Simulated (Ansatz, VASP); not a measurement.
**One calculation of C, two programs**

The input INCAR:

```
SYSTEM = C
  ALGO = Normal
  EDIFF = 1E-6
  ENCUT = 520
  GGA = PS
  ISIF = 2
  ISMEAR = 0
  LASPH = .TRUE.
  LCHARG = .FALSE.
  LREAL = .FALSE.
  LWAVE = .FALSE.
  NBANDS = 11
  NELM = 100
  PREC = Accurate
  SIGMA = 0.05
```

KPOINTS

```
k-points
0
G
  12 12 12
  0 0 0
```

POSCAR

```
C
1.0
    0.0000000000      1.9190569830      1.9190569830
    1.9190569830      0.0000000000      1.9190569830
    1.9190569830      1.9190569830      0.0000000000
C
2
Direct
    0.5000000000      0.5000000000      0.5000000000
    0.7500000000      0.7500000000      0.7500000000
```

Input for Ansatz:

```yaml
crystal:
  lattice:
    - [0.0, 1.919056983, 1.919056983]
    - [1.919056983, 0.0, 1.919056983]
    - [1.919056983, 1.919056983, 0.0]
  atoms:
    - { symbol: C, position: [0.5, 0.5, 0.5] }
    - { symbol: C, position: [0.75, 0.75, 0.75] }
basis:
  ecutwfc: 420
kpoints:
  mp_grid: { grid: [12, 12, 12] }
hamiltonian:
  xc: pbesol
scf:
  occupations: { method: gaussian, width: 0.05 }
output:
  forces: true
  stress: true
  eigenvalues: true
```

Change from the starting cell: strain +0.080 along x and y, +0.080 along z, atoms carried along.

Alike in both runs: task single point; functional PBEsol; k mesh 12 × 12 × 12; occupations gaussian, width 0.05 eV; no spin polarisation.

```csv
,VASP,Ansatz
version,VASP 6.6.1,Ansatz 0.2.0
potentials or method,"VASP PAW PBE potentials, release 64 (C)","scalar-relativistic, plane waves, PAW"
plane-wave cutoff (eV),520,420
valence electrons in the cell,8,8
```

```csv
,VASP,Ansatz,Ansatz less VASP
gap on the k mesh at the Fermi level (eV),3.55,3.56,+0.005
least direct gap on the mesh (eV),4.94,4.94,+0.003
pressure (GPa),-67.0,-67.3,-0.33
```

With one functional, cell and mesh, what is left measures potentials, basis and numerics.

Caveats: the cell as given lies far from equilibrium; so large a pressure means that the cell lies far from this level's equilibrium, or that cutoff or potentials fall short (VASP); the potentials were made for another functional, which shifts forces and pressure (VASP).
